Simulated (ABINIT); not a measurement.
# Au (Fm-3m) in ABINIT: a series of runs

One crystal, Au, is run at these levels: revPBE, LDA-VWN, LDA-PZ, RPBE; tasks: equation of state, band structure.

All numbers are computed with ABINIT 10.8.3 (patched build); they aren't measurements. Logs are shortened: lines on timing, memory, paths and dates and some standing lists are left out, and cuts for length are marked. The log counts tension as positive stress, the text compression.

**What was measured.**

“Exploring toroidal anvil profiles for larger sample volumes above 4 Mbar”, 2024, pmc:11102561 quotes, for a bulk crystal of Au: bulk modulus 167 GPa.

How close the calculation comes is told below.

### 1 Starting point

It takes space group Fm-3m (No. 225, cubic). Conventional cell: a = 4.070 Å, b = 4.070 Å, c = 4.070 Å, α = 90.00°, β = 90.00°, γ = 90.00°. Au (site symmetry m-3m) has 12 Au at 2.88 Å as nearest neighbours.

### 2 Equation of state, revPBE

The input, run.abi:

```
# Datasets: one volume each
ndtset 7
getwfk -1
scalecart1 3*0.9795861087
scalecart2 3*0.9864848297
scalecart3 3*0.9932883884
scalecart4 3*1.0000000000
scalecart5 3*1.0066227096
scalecart6 3*1.0131594038
scalecart7 3*1.0196128224

# Pseudopotentials
pp_dirpath "./"
pseudos "Au.GGA_PBE-JTH.xml"

# Structure
acell 2.8779245994 2.8779245994 2.8779245994 Angstrom
rprim
     0.0000000000     0.7071067812     0.7071067812
     0.7071067812     0.0000000000     0.7071067812
     0.7071067812     0.7071067812     0.0000000000
ntypat 1
znucl 79
natom 1
typat 1
xred
     0.0000000000     0.0000000000     0.0000000000

# Plane-wave basis
ecut 680.284656 eV
pawecutdg 47.0

# k points
kptopt 1
ngkpt 11 11 11
nshiftk 1
shiftk 0.0 0.0 0.0

# Exchange and correlation
ixc 14

# Bands and occupations
nband 10
occopt 3
tsmear 0.05 eV

# SCF cycle
nstep 100
tolvrs 1.0e-9

# Output
iomode 3
prtwf 1
prtden 0
prteig 0
prtebands 0
```

Potentials or basis: JTH PAW PBE v2.0.

Launch:

```sh
$ abinit run.abi > log 2>&1
```

run.abo:

```text
.Version 10.8.3 of ABINIT
 DATASET    1 : space group Fm -3 m (#225); Bravais cF (face-center cubic)
================================================================================
 Values of the parameters that define the memory need for DATASET  1.
     intxc =       0    ionmov =       0      iscf =      17    lmnmax =      18
     lnmax =       6     mgfft =      24  mpssoang =       3    mqgrid =    3001
     natom =       1  nloc_mem =       2    nspden =       1   nspinor =       1
    nsppol =       1      nsym =      48    n1xccc =       1    ntypat =       1
    occopt =       3   xclevel =       2
       mpw =         649          nfft =       13824          nkpt =          56
 PAW method is used; the additional fine FFT grid is defined by:
   mgfftf=        36    nfftf =     46656
================================================================================
================================================================================
[... 71 lines left out ...]
 DATASET    7 : space group Fm -3 m (#225); Bravais cF (face-center cubic)
================================================================================
 Values of the parameters that define the memory need for DATASET  7.
     intxc =       0    ionmov =       0      iscf =      17    lmnmax =      18
     lnmax =       6     mgfft =      27  mpssoang =       3    mqgrid =    3001
     natom =       1  nloc_mem =       2    nspden =       1   nspinor =       1
    nsppol =       1      nsym =      48    n1xccc =       1    ntypat =       1
    occopt =       3   xclevel =       2
       mpw =         736          nfft =       19683          nkpt =          56
 PAW method is used; the additional fine FFT grid is defined by:
   mgfftf=        36    nfftf =     46656
================================================================================
================================================================================

--------------------------------------------------------------------------------
------------- Echo of variables that govern the present computation ------------
--------------------------------------------------------------------------------
 -outvars: echo values of preprocessed input variables --------
            acell      5.4384893039E+00  5.4384893039E+00  5.4384893039E+00 Bohr
              amu      1.96966540E+02
             ecut      2.50000000E+01 Hartree
           getwfk          -1
                       outvar_i_n : Printing only first  50 k-points.
              ixc          14
           jdtset        1    2    3    4    5    6    7
                       outvar_i_n : Printing only first  50 k-points.
         kptrlatt       11    0    0      0   11    0      0    0   11
          kptrlen1     5.86021543E+01
          kptrlen2     5.90148591E+01
          kptrlen3     5.94218710E+01
          kptrlen4     5.98233823E+01
          kptrlen5     6.02195752E+01
          kptrlen6     6.06106224E+01
          kptrlen7     6.09966877E+01
            natom           1
            nband          10
           ndtset           7
            ngfft1         24      24      24
            ngfft2         27      27      27
            ngfft3         27      27      27
            ngfft4         27      27      27
            ngfft5         27      27      27
            ngfft6         27      27      27
            ngfft7         27      27      27
          ngfftdg          36      36      36
             nkpt          56
            nstep         100
             nsym          48
           ntypat           1
                       prtocc : prtvol=0, do not print more k-points.
           occopt           3
        pawecutdg      4.70000000E+01 Hartree
         pawxcdev           0
           prtden           0
        prtebands           0
           prteig           0
            rprim1     0.0000000000E+00  6.9267198023E-01  6.9267198023E-01
                       6.9267198023E-01  0.0000000000E+00  6.9267198023E-01
                       6.9267198023E-01  6.9267198023E-01  0.0000000000E+00
            rprim2     0.0000000000E+00  6.9755011263E-01  6.9755011263E-01
                       6.9755011263E-01  0.0000000000E+00  6.9755011263E-01
                       6.9755011263E-01  6.9755011263E-01  0.0000000000E+00
            rprim3     0.0000000000E+00  7.0236095512E-01  7.0236095512E-01
                       7.0236095512E-01  0.0000000000E+00  7.0236095512E-01
                       7.0236095512E-01  7.0236095512E-01  0.0000000000E+00
            rprim4     0.0000000000E+00  7.0710678120E-01  7.0710678120E-01
                       7.0710678120E-01  0.0000000000E+00  7.0710678120E-01
                       7.0710678120E-01  7.0710678120E-01  0.0000000000E+00
            rprim5     0.0000000000E+00  7.1178974407E-01  7.1178974407E-01
                       7.1178974407E-01  0.0000000000E+00  7.1178974407E-01
                       7.1178974407E-01  7.1178974407E-01  0.0000000000E+00
            rprim6     0.0000000000E+00  7.1641188486E-01  7.1641188486E-01
                       7.1641188486E-01  0.0000000000E+00  7.1641188486E-01
                       7.1641188486E-01  7.1641188486E-01  0.0000000000E+00
            rprim7     0.0000000000E+00  7.2097514092E-01  7.2097514092E-01
                       7.2097514092E-01  0.0000000000E+00  7.2097514092E-01
                       7.2097514092E-01  7.2097514092E-01  0.0000000000E+00
          spgroup         225
           tolvrs      1.00000000E-09
           tsmear      1.83746611E-03 Hartree
            typat      1
           useylm           1
                       outvars : Printing only first  50 k-points.
            znucl       79.00000

================================================================================

 chkinp: Checking input parameters for consistency, jdtset=   1.

 chkinp: Checking input parameters for consistency, jdtset=   2.

 chkinp: Checking input parameters for consistency, jdtset=   3.

 chkinp: Checking input parameters for consistency, jdtset=   4.
[... 31 lines left out ...]
 getcut: wavevector=  0.0000  0.0000  0.0000  ngfft=  24  24  24
         ecut(hartree)=     25.000   => boxcut(ratio)=   2.00150

 Fine grid specifications (used for densities):

 getcut: wavevector=  0.0000  0.0000  0.0000  ngfft=  36  36  36
         ecut(hartree)=     47.000   => boxcut(ratio)=   2.18961

--- Pseudopotential description ------------------------------------------------
- pspini: atom type   1  psp file is ./Au.GGA_PBE-JTH.xml
 Pseudopotential format is: paw10
 basis_size (lnmax)=  6 (lmn_size= 18), orbitals=   0   0   1   1   2   2
 Spheres core radius: rc_sph= 2.50869560
 Shapefunction is SIN type: shapef(r)=[sin(pi*r/rshp)/(pi*r/rshp)]**2
 Radius for shape functions =  2.26305713
 Compensation charge density is not taken into account in XC energy/potential

   3.87212569E+02                                ecore*ucvol(ha*bohr**3)
--------------------------------------------------------------------------------

[... 7 lines left out ...]

     iter   Etot(hartree)      deltaE(h)  residm     nres2
 ETOT  1  -33.889224464547    -3.389E+01 6.687E-01 1.899E+01
 ETOT  2  -34.164042457367    -2.748E-01 5.773E-02 2.132E+01
 ETOT  3  -34.109443648955     5.460E-02 1.476E-02 5.124E+00
 ETOT  4  -34.101299097861     8.145E-03 5.377E-03 1.364E-01
 ETOT  5  -34.103850249585    -2.551E-03 2.028E-03 1.459E-02
 ETOT  6  -34.104038573666    -1.883E-04 1.528E-03 8.535E-03
 ETOT  7  -34.104064154051    -2.558E-05 1.197E-03 4.542E-03
 ETOT  8  -34.104050942976     1.321E-05 1.269E-03 3.431E-04
 ETOT  9  -34.104052587609    -1.645E-06 7.472E-04 2.483E-04
 ETOT 10  -34.104052686724    -9.912E-08 8.358E-04 2.303E-05
 ETOT 11  -34.104052670974     1.575E-08 6.347E-04 8.651E-06
[... 1197 lines left out ...]
 Cartesian components of stress tensor (hartree/bohr^3)
  sigma(1 1)= -1.22120701E-04  sigma(3 2)=  0.00000000E+00
  sigma(2 2)= -1.22120701E-04  sigma(3 1)=  0.00000000E+00
  sigma(3 3)= -1.22120701E-04  sigma(2 1)=  0.00000000E+00

-Cartesian components of stress tensor (GPa)         [Pressure=  3.5929E+00 GPa]
- sigma(1 1)= -3.59291508E+00  sigma(3 2)=  0.00000000E+00
- sigma(2 2)= -3.59291508E+00  sigma(3 1)=  0.00000000E+00
- sigma(3 3)= -3.59291508E+00  sigma(2 1)=  0.00000000E+00

== END DATASET(S) ==============================================================
================================================================================

 -outvars: echo values of variables after computation  --------
            acell      5.4384893039E+00  5.4384893039E+00  5.4384893039E+00 Bohr
           etotal1    -3.4104052680E+01
           etotal2    -3.4106072093E+01
           etotal3    -3.4107678076E+01
           etotal4    -3.4108920218E+01
           etotal5    -3.4109842593E+01
           etotal6    -3.4110484085E+01
           etotal7    -3.4110877197E+01
            fcart1    -0.0000000000E+00 -0.0000000000E+00 -0.0000000000E+00
            fcart2    -0.0000000000E+00 -0.0000000000E+00 -0.0000000000E+00
            fcart3    -0.0000000000E+00 -0.0000000000E+00 -0.0000000000E+00
            fcart4    -0.0000000000E+00 -0.0000000000E+00 -0.0000000000E+00
            fcart5    -0.0000000000E+00 -0.0000000000E+00 -0.0000000000E+00
            fcart6    -0.0000000000E+00 -0.0000000000E+00 -0.0000000000E+00
            fcart7    -0.0000000000E+00 -0.0000000000E+00 -0.0000000000E+00
            rprim1     0.0000000000E+00  6.9267198023E-01  6.9267198023E-01
                       6.9267198023E-01  0.0000000000E+00  6.9267198023E-01
                       6.9267198023E-01  6.9267198023E-01  0.0000000000E+00
            rprim2     0.0000000000E+00  6.9755011263E-01  6.9755011263E-01
                       6.9755011263E-01  0.0000000000E+00  6.9755011263E-01
                       6.9755011263E-01  6.9755011263E-01  0.0000000000E+00
            rprim3     0.0000000000E+00  7.0236095512E-01  7.0236095512E-01
                       7.0236095512E-01  0.0000000000E+00  7.0236095512E-01
[... 9 lines left out ...]
                       7.1641188486E-01  7.1641188486E-01  0.0000000000E+00
            rprim7     0.0000000000E+00  7.2097514092E-01  7.2097514092E-01
                       7.2097514092E-01  0.0000000000E+00  7.2097514092E-01
                       7.2097514092E-01  7.2097514092E-01  0.0000000000E+00
           strten1    -9.8473879042E-04 -9.8473879042E-04 -9.8473879042E-04
                       0.0000000000E+00  0.0000000000E+00  0.0000000000E+00
           strten2    -7.9228484121E-04 -7.9228484121E-04 -7.9228484121E-04
                       0.0000000000E+00  0.0000000000E+00  0.0000000000E+00
           strten3    -6.2166986164E-04 -6.2166986164E-04 -6.2166986164E-04
                       0.0000000000E+00  0.0000000000E+00  0.0000000000E+00
           strten4    -4.7185131949E-04 -4.7185131949E-04 -4.7185131949E-04
                       0.0000000000E+00  0.0000000000E+00  0.0000000000E+00
           strten5    -3.4048003135E-04 -3.4048003135E-04 -3.4048003135E-04
                       0.0000000000E+00  0.0000000000E+00  0.0000000000E+00
           strten6    -2.2442646915E-04 -2.2442646915E-04 -2.2442646915E-04
                       0.0000000000E+00  0.0000000000E+00  0.0000000000E+00
           strten7    -1.2212070147E-04 -1.2212070147E-04 -1.2212070147E-04
                       0.0000000000E+00  0.0000000000E+00  0.0000000000E+00
 Calculation completed.
```

Run time: 1.7 min. Hardware: 1 thread of Arm Neoverse V2, shared host; peak memory 0.14 GiB.

What came out:

| Quantity | Value |
| --- | --- |
| Equilibrium volume | 18.34 Å³/atom (rough: see the caveat) |
| Bulk modulus | 127 GPa (rough) |

Energy against volume, from the lowest point:
| volume (Å³/atom) | energy (meV/atom) |
| --- | --- |
| 15.843 | 185.70 |
| 16.181 | 130.75 |
| 16.518 | 87.05 |
| 16.855 | 53.25 |
| 17.192 | 28.15 |
| 17.529 | 10.70 |
| 17.866 | 0.00 |

Caveat: pressures at fixed basis lie under the slope of the energies; the minimum lies outside the volumes run; the PAW data sets were made with another functional, which shifts forces and pressure a little. The run has no spin-orbit coupling, so splittings on Au are missing.

### 3 Equation of state, LDA-VWN

Edit run.abi of step 2 so:

```diff
@@ -13,3 +13,3 @@
 pp_dirpath "./"
-pseudos "Au.GGA_PBE-JTH.xml"
+pseudos "Au.LDA_PW-JTH.xml"
 
@@ -29,3 +29,3 @@
 # Plane-wave basis
-ecut 680.284656 eV
+ecut 25.0
 pawecutdg 47.0
@@ -39,3 +39,3 @@
 # Exchange and correlation
-ixc 14
+ixc -1007
 
@@ -56 +56,2 @@
 prtebands 0
+enunit 2
```

Potentials or basis: JTH PAW LDA v2.0.

Launch:

```sh
$ abinit run.abi > log 2>&1
```

Wall time 91 s (1 thread of Arm Neoverse V2, shared host); peak memory 0.13 GiB.

It converged, with:

- Equilibrium volume: 16.59 Å³/atom
- Bulk modulus: 197 GPa
- Pressure derivative of the bulk modulus: 5.8

Energy against volume, from the lowest point:
| volume (Å³/atom) | energy (meV/atom) |
| --- | --- |
| 15.843 | 22.56 |
| 16.181 | 6.31 |
| 16.518 | 0.00 |
| 16.855 | 2.36 |
| 17.192 | 12.26 |
| 17.529 | 28.70 |
| 17.866 | 50.84 |

Caveat: pressures at fixed basis lie under the slope of the energies. Spin-orbit coupling is left out, which matters for the levels of Au.

### 4 Band structure, LDA-PZ

The input, run.abi:

```
# Datasets: ground state, then fixed potential
ndtset 2

# Pseudopotentials
pp_dirpath "./"
pseudos "Au.LDA_PW-JTH.xml"

# Structure
acell 5.4384893002 5.4384893002 5.4384893002
rprim
     0.0000000000     0.7071067812     0.7071067812
     0.7071067812     0.0000000000     0.7071067812
     0.7071067812     0.7071067812     0.0000000000
ntypat 1
znucl 79
natom 1
typat 1
xred
     0.0000000000     0.0000000000     0.0000000000

# Plane-wave basis
ecut 25.0
pawecutdg 47.0

# Exchange and correlation
ixc 2

# Bands and occupations
occopt 3
tsmear 0.05 eV

# SCF cycle
nstep 100

# Output
iomode 3
prtwf 0
prteig 0
prtebands 0
prtden1 1

# Dataset 1
kptopt1 1
ngkpt1 11 11 11
nshiftk1 1
shiftk1 0.0 0.0 0.0
nband1 10
tolvrs1 1.0e-9

# Dataset 2: bands along G-X-W-K-G-L-U-W-L-K
iscf2 -2
getden2 1
nband2 14
nbdbuf2 2
tolwfr2 1.0e-12
kptopt2 -9
ndivsm2 8
prteig2 1
prtvol2 -3
kptbounds2
     0.0000000000     0.0000000000     0.0000000000
     0.5000000000     0.0000000000     0.5000000000
     0.5000000000     0.2500000000     0.7500000000
     0.3750000000     0.3750000000     0.7500000000
     0.0000000000     0.0000000000     0.0000000000
     0.5000000000     0.5000000000     0.5000000000
     0.6250000000     0.2500000000     0.6250000000
     0.5000000000     0.2500000000     0.7500000000
     0.5000000000     0.5000000000     0.5000000000
     0.3750000000     0.3750000000     0.7500000000
```

Launch:

```sh
$ abinit run.abi > log 2>&1
```

It took 60 s on 1 thread of Arm Neoverse V2, shared host; peak memory 0.11 GiB.

It converged, with:

| Quantity | Value |
| --- | --- |
| Free energy | -934.0075 eV |
| Pressure | -2.8 GPa |
| Band gap on the k mesh | none (metal or under the smearing width) |
| Valence electrons inside the program's atomic spheres | Au 9.50 (radii [1.3275] Å) |

Levels at the corners of the path, in eV from the Fermi level:
| point | band 2 | band 3 | band 4 | band 5 | band 6 | band 7 | band 8 | band 9 |
| --- | --- | --- | --- | --- | --- | --- | --- | --- |
| Γ | -4.74 | -4.74 | -4.74 | -3.17 | -3.17 | 15.17 | 19.06 | 19.06 |
| X | -6.85 | -1.98 | -1.62 | -1.62 | 0.93 | 5.75 | 10.10 | 10.10 |
| W | -5.22 | -5.22 | -3.34 | -1.61 | 4.69 | 6.31 | 6.31 | 9.51 |
| K | -5.92 | -3.88 | -2.88 | -2.08 | 3.81 | 4.67 | 7.47 | 12.71 |
| Γ | -4.74 | -4.74 | -4.74 | -3.17 | -3.17 | 15.17 | 19.06 | 19.06 |
| L | -4.77 | -4.77 | -1.94 | -1.94 | -1.07 | 3.06 | 14.50 | 17.46 |
| U | -5.92 | -3.88 | -2.88 | -2.08 | 3.81 | 4.67 | 7.47 | 12.71 |
| W | -5.22 | -5.22 | -3.34 | -1.61 | 4.69 | 6.31 | 6.31 | 9.51 |
| L | -4.77 | -4.77 | -1.94 | -1.94 | -1.07 | 3.06 | 14.50 | 17.46 |
| K | -5.92 | -3.88 | -2.88 | -2.08 | 3.81 | 4.67 | 7.47 | 12.71 |

Caveat: spin-orbit coupling is left out, which moves the levels of the heavy elements.

### 5 Band structure, RPBE

Edit run.abi of step 4 so:

```diff
@@ -5,6 +5,6 @@
 pp_dirpath "./"
-pseudos "Au.LDA_PW-JTH.xml"
+pseudos "Au.upf"
 
 # Structure
-acell 5.4384893002 5.4384893002 5.4384893002
+acell 2.8779245994 2.8779245994 2.8779245994 Angstrom
 rprim
@@ -21,7 +21,6 @@
 # Plane-wave basis
-ecut 25.0
-pawecutdg 47.0
+ecut 38.0
 
 # Exchange and correlation
-ixc 2
+ixc 15
 
@@ -46,4 +45,4 @@
 shiftk1 0.0 0.0 0.0
-nband1 10
-tolvrs1 1.0e-9
+nband1 14
+tolvrs1 1.0e-10
 
@@ -52,3 +51,3 @@
 getden2 1
-nband2 14
+nband2 18
 nbdbuf2 2
@@ -58,3 +57,2 @@
 prteig2 1
-prtvol2 -3
 kptbounds2
```

Potentials or basis: PseudoDojo NC SR PBE v0.4.1 standard.

Launch:

```sh
$ abinit run.abi > log 2>&1
```

Run time: 63 s. Hardware: 1 thread of Arm Neoverse V2, shared host; peak memory 0.12 GiB.

Results (log left out):

```
Free energy                                           : -4033.4819 eV
Pressure                                              : 14.3 GPa
Band gap on the k mesh                                : none (metal or under the smearing width)
Valence electrons inside the program's atomic spheres : Au 15.61 (radii [1.0584] Å)
```

Levels at the corners of the path, in eV from the Fermi level:
| point | band 7 | band 8 | band 9 | band 10 | band 11 | band 12 |
| --- | --- | --- | --- | --- | --- | --- |
| Γ | -4.78 | -4.78 | -3.24 | -3.24 | 14.44 | 18.52 |
| X | -2.07 | -1.69 | -1.69 | 0.97 | 5.86 | 10.04 |
| W | -5.26 | -3.40 | -1.69 | 4.78 | 6.32 | 6.32 |
| K | -3.92 | -2.95 | -2.15 | 3.88 | 4.68 | 7.48 |
| Γ | -4.78 | -4.78 | -3.24 | -3.24 | 14.44 | 18.52 |
| L | -4.82 | -2.02 | -2.02 | -1.04 | 3.11 | 13.91 |
| U | -3.92 | -2.95 | -2.15 | 3.88 | 4.68 | 7.48 |
| W | -5.26 | -3.40 | -1.69 | 4.78 | 6.32 | 6.32 |
| L | -4.82 | -2.02 | -2.02 | -1.04 | 3.11 | 13.91 |
| K | -3.92 | -2.95 | -2.15 | 3.88 | 4.68 | 7.48 |

Caveat: the potentials were made for another functional, which shifts forces and pressure; spin-orbit coupling is left out, which moves the levels of the heavy elements.

### 6 The runs side by side

| task | level | potentials or basis | cutoff (eV) | fine-grid cutoff | gap on the mesh (eV) | pressure (GPa) |
| --- | --- | --- | --- | --- | --- | --- |
| equation of state | revPBE | JTH PAW PBE v2.0 | 680 | 1278.94 eV | - | - |
| equation of state | LDA-VWN | JTH PAW LDA v2.0 | 680 | 1278.94 eV | - | - |
| band structure | LDA-PZ | JTH PAW LDA v2.0 | 680 | 1278.94 eV | none | -2.8 |
| band structure | RPBE | PseudoDojo NC SR PBE v0.4.1 standard | 1034 | - | none | 14.3 |

Alike in all rows: no spin polarisation; cell as given; k mesh 11 × 11 × 11; smearing fermi-dirac 0.05 eV.

Caveats: pressures at fixed basis lie under the slope of the energies (some runs); spin-orbit coupling is left out, which moves the levels of the heavy elements (some runs); the minimum lies outside the volumes run (some runs); the PAW data sets were made with another functional, which shifts forces and pressure a little (some runs); the potentials were made for another functional, which shifts forces and pressure (some runs).

Absolute energies hang on the potentials; compare differences alone.

### 7 Against experiment

Step 3. A measured bulk modulus of Au is 167 GPa (quoted in “Exploring toroidal anvil profiles for larger sample volumes above 4 Mbar”, 2024, pmc:11102561); the calculated 197 GPa misses it by +17.7 %. The fit is for a static lattice scaled at fixed shape and fixed fractional positions.
